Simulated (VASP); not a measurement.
# Al (Fm-3m) in VASP: further runs

Runs on Al. Level: PBE. Tasks: single point.

All numbers are computed with VASP 6.6.1; they aren't measurements. Logs are shortened: lines on timing, memory, paths and dates and some standing lists are left out, and cuts for length are marked.

**1. The structure**

Symmetry: Fm-3m, No. 225, cubic system. The conventional cell has a = 4.050 Å, b = 4.050 Å, c = 4.050 Å, α = 90.00°, β = 90.00°, γ = 90.00°. Al (site symmetry m-3m) is surrounded by 12 Al at 2.86 Å.

**2. Single point, PBE**

INCAR

```
SYSTEM = Al
PREC = Accurate
ENCUT = 250
EDIFF = 1E-7
ISMEAR = -1
SIGMA = 0.15
LREAL = .False.
LASPH = .True.
NELM = 100
ALGO = Normal
ISIF = 2
LWAVE = .False.
LCHARG = .False.
GGA = PE
NBANDS = 8
ADDGRID = .False.
```

KPOINTS

```
regular mesh
0
Gamma
  10 10 10
  0 0 0
```

POSCAR

```
Al
1.0
    0.0000000000      2.0248050000      2.0248050000
    2.0248050000      0.0000000000      2.0248050000
    2.0248050000      2.0248050000      0.0000000000
Al
1
Direct
    0.0000000000      0.0000000000      0.0000000000
```

Potentials or basis: VASP PAW PBE potentials, release 64 (Al).

On the command line:

```
> cat potpaw_PBE.64/Al/POTCAR > POTCAR
> mpirun -np 1 vasp_std > vasp.out
```

OUTCAR:

```text
SYSTEM = Al
   PREC = Accurate
   ENCUT = 250
   EDIFF = 1E-7
   ISMEAR = -1
   LREAL = .False.
   LASPH = .True.
   NELM = 100
   ISIF = 2
   GGA = PE

 Found     47 irreducible k-points:

 Following reciprocal coordinates:
            Coordinates               Weight
  0.000000  0.000000  0.000000      1.000000
  0.100000  0.000000  0.000000      8.000000
  0.200000  0.000000  0.000000      8.000000
  0.300000  0.000000  0.000000      8.000000
  0.400000  0.000000  0.000000      8.000000
  0.500000  0.000000  0.000000      4.000000
   k-points           NKPTS =     47   k-points in BZ     NKDIM =     47   number of bands    NBANDS=      8
   number of dos      NEDOS =    301   number of ions     NIONS =      1
   total plane-waves  NPLWV =   4096
   dimension x,y,z NGX =    16 NGY =   16 NGZ =   16
   dimension x,y,z NGXF=    32 NGYF=   32 NGZF=   32
   ions per type =               1
   NGX,Y,Z   is equivalent  to a cutoff of   9.29,  9.29,  9.29 a.u.
   NGXF,Y,Z  is equivalent  to a cutoff of  18.58, 18.58, 18.58 a.u.
 SYSTEM =  Al
   PREC   = accura    normal or accurate (medium, high low for compatibility)
   ISTART =      0    job   : 0-new  1-cont  2-samecut
   ICHARG =      2    charge: 1-file 2-atom 10-const
   ISPIN  =      1    spin polarized calculation?
   LNONCOLLINEAR =      F non collinear calculations
   LSORBIT =      F    spin-orbit coupling
   LASPH  =      T    aspherical Exc in radial PAW
   ENCUT  =  250.0 eV  18.37 Ry    4.29 a.u.   3.69  3.69  3.69*2*pi/ulx,y,z
   NELM   =    100;   NELMIN=  2; NELMDL= -5     # of ELM steps
   EDIFF  = 0.1E-06   stopping-criterion for ELM
   LREAL  =      F    real-space projection
   EDIFFG = 0.1E-05   stopping-criterion for IOM
   NSW    =      0    number of steps for IOM
   IBRION =     -1    ionic relax: 0-MD 1-quasi-New 2-CG
   NFREE  =      0    steps in history (QN), initial steepest desc. (CG)
   ISIF   =      2    stress and relaxation
   ISYM   =      2    0-nonsym 1-usesym 2-fastsym
   POTIM  = 0.5000    time-step for ionic-motion
   TEBEG  =    0.0;   TEEND  =   0.0 temperature during run
   PSTRESS=    0.0 pullay stress
   NELECT =       3.0000    total number of electrons
   NUPDOWN=      -1.0000    fix difference up-down
   EMIN   =  10.00;   EMAX   =-10.00  energy-range for DOS
   EFERMI =   0.00;   METHOD = LEGACY
   ISMEAR =    -1;   SIGMA  =   0.15  broadening in eV -4-tet -1-fermi 0-gaus
   EFERMI_NEDOS =   21; number of points for ismear=-14 and -15
   IALGO  =     38    algorithm
   IMIX   =      4    mixing-type and parameters
     AMIX     =   0.40;   BMIX     =  1.00
     AMIX_MAG =   1.60;   BMIX_MAG =  1.00
  volume/ion in A,a.u.               =      16.60       112.04
  Fermi-wavevector in a.u.,A,eV,Ry     =   0.925526  1.748991 11.654733  0.856599
  Thomas-Fermi vector in A             =   2.051390
   LORBIT       =      0    0 simple, 1 ext, 2 COOP (PROOUT), +10 PAW based schemes
   GGA     = PE    functional components
   LHFCALC =     F    Hartree Fock is set to
   AEXX    =    0.0000 exact exchange contribution
   IVDW    =     0    specifies the selected vdW correction
   LEPSILON=     F    determine dielectric tensor
   LRPA    =     F    only Hartree local field effects (RPA)
 non-spin polarized calculation
  energy-cutoff  :      250.00
  volume of cell :       16.60
 maximum number of plane-waves:       169
   NGX =  7   NGY =  7   NGZ =  7

 number of electron       3.0000000 magnetization

 Free energy of the ion-electron system (eV)
  ---------------------------------------------------
  ext. energy  EPLUGINS =         0.00000000
  ---------------------------------------------------
  free energy    TOTEN  =        -3.74060347 eV

  energy without entropy =       -3.70114686  energy(sigma->0) =       -3.72087517

 E-fermi :   8.0440     XC(G=0): -10.1745

 val. band max:        8.0223776749   @ k =  -0.4000   0.4000   0.0000
 cond. band min:       8.0736097195   @ k =  -0.4000   0.4000   0.1000
 fundamental gap:      0.0512320446
 Fermi energy:         8.0440258305

 k-point     1 :       0.0000    0.0000    0.0000
  band No.  band energies     occupation
      1      -3.1549      2.00000
      2      20.5696      0.00000
      3      20.5696      0.00000
      4      20.5696      0.00000
      5      21.9680      0.00000
      6      21.9680      0.00000
      7      21.9680      0.00000
      8      24.3608      0.00000

 k-point     2 :       0.1000    0.0000    0.0000
  band No.  band energies     occupation
      1      -2.8839      2.00000
      2      17.2584      0.00000
      3      19.8273      0.00000
      4      19.8273      0.00000
      5      22.6555      0.00000
      6      23.1316      0.00000
      7      23.1317      0.00000
      8      26.0979      0.00000

 k-point     3 :       0.2000    0.0000    0.0000
  band No.  band energies     occupation
      1      -2.0749      2.00000
      2      13.2679      0.00000
      3      19.0567      0.00000
      4      19.0567      0.00000
      5      22.3798      0.00000
      6      23.5664      0.00000
      7      23.5664      0.00000
      8      25.6699      0.00000

 k-point     4 :       0.3000    0.0000    0.0000
  band No.  band energies     occupation
      1      -0.7369      2.00000
      2       9.5794      0.00007
      3      18.7010      0.00000
      4      18.7010      0.00000
      5      21.8151      0.00000
      6      21.8151      0.00000
      7      22.2150      0.00000
      8      25.7704      0.00000

 k-point     5 :       0.4000    0.0000    0.0000
  band No.  band energies     occupation
      1       1.1160      2.00000
      2       6.3011      1.99998
      3      18.7971      0.00000
      4      18.7972      0.00000
      5      20.3664      0.00000
      6      20.3664      0.00000
      7      22.4295      0.00000
      8      24.2453      0.00000

 k-point     6 :       0.5000    0.0000    0.0000
  band No.  band energies     occupation
      1       3.3695      2.00000
      2       3.5679      2.00000
      3      19.2819      0.00000
      4      19.2820      0.00000
      5      19.4216      0.00000
      6      19.4216      0.00000
      7      23.0283      0.00000
      8      23.1761      0.00000

 [... further k-points ...]

------------------------ aborting loop because EDIFF is reached ----------------------------------------

  FORCE on cell =-STRESS in cart. coord.  units (eV):
  Direction    XX          YY          ZZ          XY          YZ          ZX
  --------------------------------------------------------------------------------------
  -------------------------------------------------------------------------------------
  Total       -0.0405965     -0.0405965     -0.0405965     -0.0000000     -0.0000000      0.0000000
  in kB       -3.9175964     -3.9175964     -3.9175964     -0.0000000     -0.0000000      0.0000000
  external PRESSURE =      -3.9175964 kB  Pullay stress =       0.0000000 kB

 VOLUME and BASIS-vectors are now :
 -----------------------------------------------------------------------------
  energy-cutoff  :      250.00
  volume of cell :       16.60
      direct lattice vectors                 reciprocal lattice vectors
     0.000000000  2.024805000  2.024805000    -0.246937359  0.246937359  0.246937359
     2.024805000  0.000000000  2.024805000     0.246937359 -0.246937359  0.246937359
     2.024805000  2.024805000  0.000000000     0.246937359  0.246937359 -0.246937359

 POSITION                                       TOTAL-FORCE (eV/Angst)
 -----------------------------------------------------------------------------------
      0.00000      0.00000      0.00000         0.000000      0.000000     -0.000000
 -----------------------------------------------------------------------------------
    total drift:                                0.000000     -0.000000     -0.000000

  FREE ENERGIE OF THE ION-ELECTRON SYSTEM (eV)
  ---------------------------------------------------
  free  energy   TOTEN  =        -3.7406034744 eV

  energy  without entropy=       -3.7011468625  energy(sigma->0) =       -3.72087517
```

It took 1.3 s on 1 thread of Intel Xeon 6975P-C (Granite Rapids), shared host; peak memory 0.1 GiB.

The run converged, but some of its settings lie outside the range that counts as converged, so its numbers aren't taken as properties of the crystal.

Results:

| Quantity | Value |
| --- | --- |
| Free energy | -3.7406 eV |
| Band gap on the k mesh | none (metal or under the smearing width) |

Caveat: the cutoff is under 1.25 times the usual one of these potentials, so pressure, stress and relaxed cells hold a basis-set (Pulay) error.

**3. Single point, PBE**

INCAR is that of step 2.

KPOINTS is that of step 2.

POSCAR

```
Al
1.0
   -0.0142710000      2.0302060000      1.9470980000
    2.0319350000     -0.0386130000      1.9714400000
    2.0296090000      2.0522230000     -0.0362870000
Al
1
Direct
    0.0259050000     -0.0062880000     -0.0081470000
```

Potentials or basis: VASP PAW PBE potentials, release 64 (Al).

On the command line:

```
> cat potpaw_PBE.64/Al/POTCAR > POTCAR
> mpirun -np 1 vasp_std > vasp.out
```

OUTCAR:

```text
SYSTEM = Al
   PREC = Accurate
   ENCUT = 250
   EDIFF = 1E-7
   ISMEAR = -1
   LREAL = .False.
   LASPH = .True.
   NELM = 100
   ISIF = 2
   GGA = PE

 Found    504 irreducible k-points:

 Following reciprocal coordinates:
            Coordinates               Weight
  0.000000  0.000000  0.000000      1.000000
  0.100000  0.000000 -0.000000      2.000000
  0.200000  0.000000 -0.000000      2.000000
  0.300000  0.000000 -0.000000      2.000000
  0.400000  0.000000 -0.000000      2.000000
  0.500000  0.000000 -0.000000      1.000000
   k-points           NKPTS =    504   k-points in BZ     NKDIM =    504   number of bands    NBANDS=      8
   number of dos      NEDOS =    301   number of ions     NIONS =      1
   total plane-waves  NPLWV =   4096
   dimension x,y,z NGX =    16 NGY =   16 NGZ =   16
   dimension x,y,z NGXF=    32 NGYF=   32 NGZF=   32
   ions per type =               1
   NGX,Y,Z   is equivalent  to a cutoff of   9.46,  9.39,  9.21 a.u.
   NGXF,Y,Z  is equivalent  to a cutoff of  18.91, 18.79, 18.43 a.u.
 SYSTEM =  Al
   PREC   = accura    normal or accurate (medium, high low for compatibility)
   ISTART =      0    job   : 0-new  1-cont  2-samecut
   ICHARG =      2    charge: 1-file 2-atom 10-const
   ISPIN  =      1    spin polarized calculation?
   LNONCOLLINEAR =      F non collinear calculations
   LSORBIT =      F    spin-orbit coupling
   LASPH  =      T    aspherical Exc in radial PAW
   ENCUT  =  250.0 eV  18.37 Ry    4.29 a.u.   3.63  3.65  3.72*2*pi/ulx,y,z
   NELM   =    100;   NELMIN=  2; NELMDL= -5     # of ELM steps
   EDIFF  = 0.1E-06   stopping-criterion for ELM
   LREAL  =      F    real-space projection
   EDIFFG = 0.1E-05   stopping-criterion for IOM
   NSW    =      0    number of steps for IOM
   IBRION =     -1    ionic relax: 0-MD 1-quasi-New 2-CG
   NFREE  =      0    steps in history (QN), initial steepest desc. (CG)
   ISIF   =      2    stress and relaxation
   ISYM   =      2    0-nonsym 1-usesym 2-fastsym
   POTIM  = 0.5000    time-step for ionic-motion
   TEBEG  =    0.0;   TEEND  =   0.0 temperature during run
   PSTRESS=    0.0 pullay stress
   NELECT =       3.0000    total number of electrons
   NUPDOWN=      -1.0000    fix difference up-down
   EMIN   =  10.00;   EMAX   =-10.00  energy-range for DOS
   EFERMI =   0.00;   METHOD = LEGACY
   ISMEAR =    -1;   SIGMA  =   0.15  broadening in eV -4-tet -1-fermi 0-gaus
   EFERMI_NEDOS =   21; number of points for ismear=-14 and -15
   IALGO  =     38    algorithm
   IMIX   =      4    mixing-type and parameters
     AMIX     =   0.40;   BMIX     =  1.00
     AMIX_MAG =   1.60;   BMIX_MAG =  1.00
  volume/ion in A,a.u.               =      16.60       112.04
  Fermi-wavevector in a.u.,A,eV,Ry     =   0.925526  1.748991 11.654732  0.856599
  Thomas-Fermi vector in A             =   2.051390
   LORBIT       =      0    0 simple, 1 ext, 2 COOP (PROOUT), +10 PAW based schemes
   GGA     = PE    functional components
   LHFCALC =     F    Hartree Fock is set to
   AEXX    =    0.0000 exact exchange contribution
   IVDW    =     0    specifies the selected vdW correction
   LEPSILON=     F    determine dielectric tensor
   LRPA    =     F    only Hartree local field effects (RPA)
 non-spin polarized calculation
  energy-cutoff  :      250.00
  volume of cell :       16.60
 maximum number of plane-waves:       160
   NGX =  7   NGY =  7   NGZ =  7

 number of electron       3.0000000 magnetization

 Free energy of the ion-electron system (eV)
  ---------------------------------------------------
  ext. energy  EPLUGINS =         0.00000000
  ---------------------------------------------------
  free energy    TOTEN  =        -3.74146310 eV

  energy without entropy =       -3.70645337  energy(sigma->0) =       -3.72395823

 E-fermi :   8.0082     XC(G=0): -10.1739

 val. band max:        8.0004042054   @ k =  -0.1000   0.5000   0.3000
 cond. band min:       8.0119511902   @ k =   0.5000  -0.4000   0.2000
 fundamental gap:      0.0115469848
 Fermi energy:         8.0082244465

 k-point     1 :       0.0000    0.0000    0.0000
  band No.  band energies     occupation
      1      -3.1549      2.00000
      2      20.0990      0.00000
      3      20.4882      0.00000
      4      21.2037      0.00000
      5      21.4503      0.00000
      6      21.8599      0.00000
      7      22.4991      0.00000
      8      24.5387      0.00000
[... 45 lines left out ...]
 k-point     6 :       0.5000    0.0000   -0.0000
  band No.  band energies     occupation
      1       3.4144      2.00000
      2       3.6763      2.00000
      3      18.6625      0.00000
      4      18.8747      0.00000
      5      19.5922      0.00000
      6      19.7780      0.00000
      7      23.0544      0.00000
      8      23.1435      0.00000

 [... further k-points ...]

------------------------ aborting loop because EDIFF is reached ----------------------------------------

  FORCE on cell =-STRESS in cart. coord.  units (eV):
  Direction    XX          YY          ZZ          XY          YZ          ZX
  --------------------------------------------------------------------------------------
  -------------------------------------------------------------------------------------
  Total       -0.0475948      0.0699588     -0.0853134     -0.0052682      0.1075776      0.0339338
  in kB       -4.5929343      6.7510793     -8.2328080     -0.5083823     10.3813194      3.2746400
  external PRESSURE =      -2.0248877 kB  Pullay stress =       0.0000000 kB

 VOLUME and BASIS-vectors are now :
 -----------------------------------------------------------------------------
  energy-cutoff  :      250.00
  volume of cell :       16.60
      direct lattice vectors                 reciprocal lattice vectors
    -0.014271000  2.030206000  1.947098000    -0.243600396  0.245440565  0.255882689
     2.031935000 -0.038613000  1.971440000     0.245113160 -0.237992671  0.249947439
     2.029609000  2.052223000 -0.036287000     0.245598817  0.239991210 -0.248434673

 POSITION                                       TOTAL-FORCE (eV/Angst)
 -----------------------------------------------------------------------------------
      4.03186      2.04973      1.97349         0.000000      0.000000      0.000000
 -----------------------------------------------------------------------------------
    total drift:                                0.000006      0.000004      0.000006

  FREE ENERGIE OF THE ION-ELECTRON SYSTEM (eV)
  ---------------------------------------------------
  free  energy   TOTEN  =        -3.7414630954 eV

  energy  without entropy=       -3.7064533694  energy(sigma->0) =       -3.72395823
```

OSZICAR:

```text
N       E                     dE             d eps       ncg     rms          rms(c)
DAV:   1    -0.338191183290E+01   -0.33819E+01   -0.57360E+02 10240   0.102E+02
DAV:   2    -0.376304157269E+01   -0.38113E+00   -0.37322E+00 11704   0.104E+01
DAV:   3    -0.376389848149E+01   -0.85691E-03   -0.85655E-03  9920   0.447E-01
DAV:   4    -0.376389939090E+01   -0.90941E-06   -0.90826E-06 12528   0.120E-02
DAV:   5    -0.376389939087E+01    0.30383E-10   -0.10341E-08 10048   0.178E-04    0.152E+00
DAV:   6    -0.375100928352E+01    0.12890E-01   -0.15689E-03 10336   0.161E-01    0.870E-01
DAV:   7    -0.374147780575E+01    0.95315E-02   -0.47749E-03 10496   0.268E-01    0.174E-01
DAV:   8    -0.374146548101E+01    0.12325E-04   -0.10314E-05 11336   0.198E-02    0.234E-02
DAV:   9    -0.374146334260E+01    0.21384E-05   -0.10027E-06 11376   0.393E-03    0.672E-04
DAV:  10    -0.374146313972E+01    0.20288E-06   -0.32120E-09  9384   0.340E-04    0.422E-04
DAV:  11    -0.374146309541E+01    0.44306E-07   -0.12924E-10  5088   0.625E-05
   1 F= -.37414631E+01 E0= -.37239582E+01  d E =-.350097E-01
```

stdout:

```text
POSCAR found type information on POSCAR Al
 POSCAR found :  1 types and       1 ions
 scaLAPACK will be used
 LDA part: xc-table for (Slater+PW92), standard interpolation
 POSCAR, INCAR and KPOINTS ok, starting setup
 FFT: planning ... GRIDC
 FFT: planning ... GRID_SOFT
 FFT: planning ... GRID
 WAVECAR not read
 entering main loop
```

Run time: 6.3 s. Hardware: 1 thread of Intel Xeon 6975P-C (Granite Rapids), shared host; peak memory 0.11 GiB.

The run converged, but some of its settings lie outside the range that counts as converged, so its numbers aren't taken as properties of the crystal.

What came out:

- Free energy: -3.7415 eV
- Band gap on the k mesh: none (metal or under the smearing width)

Caveat: the cutoff is under 1.25 times the usual one of these potentials, so pressure, stress and relaxed cells hold a basis-set (Pulay) error.

**4. Single point, PBE**

Changes to INCAR since step 3:

```diff
@@ -2,3 +2,3 @@
 PREC = Accurate
-ENCUT = 250
+ENCUT = 300
 EDIFF = 1E-7
```

KPOINTS is that of step 3.

POSCAR

```
Al
1.0
    0.0000000000      2.0248050000      2.0248050000
    2.0248050000      0.0000000000      2.0248050000
    2.0248050000      2.0248050000      0.0000000000
Al
1
Direct
    0.0000000000      0.0000000000      0.0000000000
```

On the command line:

```
> cat potpaw_PBE.64/Al/POTCAR > POTCAR
> mpirun -np 1 vasp_std > vasp.out
```

Wall time 1.4 s (1 thread of Intel Xeon 6975P-C (Granite Rapids), shared host); peak memory 0.1 GiB.

The run converged, but some of its settings lie outside the range that counts as converged, so its numbers aren't taken as properties of the crystal.

What came out:

* Free energy: -3.7457 eV
* Pressure: -0.5 GPa
* Band gap on the k mesh: none (metal or under the smearing width)

**5. Single point, PBE**

INCAR is that of step 4.

KPOINTS is that of step 4.

POSCAR

```
Al
1.0
   -0.0142710000      2.0302060000      1.9470980000
    2.0319350000     -0.0386130000      1.9714400000
    2.0296090000      2.0522230000     -0.0362870000
Al
1
Direct
    0.0259050000     -0.0062880000     -0.0081470000
```

On the command line:

```
> cat potpaw_PBE.64/Al/POTCAR > POTCAR
> mpirun -np 1 vasp_std > vasp.out
```

Run time: 9.8 s. Hardware: 1 thread of Intel Xeon 6975P-C (Granite Rapids), shared host; peak memory 0.12 GiB.

These settings aren't checked as converged: the numbers below hold their error.

What came out:

| Item | Value |
| --- | --- |
| Free energy | -3.7467 eV |
| Pressure | -0.3 GPa |
| Band gap on the k mesh | none (metal or under the smearing width) |

**6. Single point, PBE**

Changes to INCAR since step 5:

```diff
@@ -2,3 +2,3 @@
 PREC = Accurate
-ENCUT = 300
+ENCUT = 350
 EDIFF = 1E-7
```

KPOINTS is that of step 5.

POSCAR

```
Al
1.0
    0.0000000000      2.0248050000      2.0248050000
    2.0248050000      0.0000000000      2.0248050000
    2.0248050000      2.0248050000      0.0000000000
Al
1
Direct
    0.0000000000      0.0000000000      0.0000000000
```

Potentials or basis: VASP PAW PBE potentials, release 64 (Al).

On the command line:

```
> cat potpaw_PBE.64/Al/POTCAR > POTCAR
> mpirun -np 1 vasp_std > vasp.out
```

Wall time 2.1 s (1 thread of Intel Xeon 6975P-C (Granite Rapids), shared host); peak memory 0.11 GiB.

These settings aren't checked as converged: the numbers below hold their error.

What came out:

```yaml
Free_energy: -3.7484 eV
Pressure: -0.4 GPa
Band_gap_on_the_k_mesh: none (metal or under the smearing width)
```
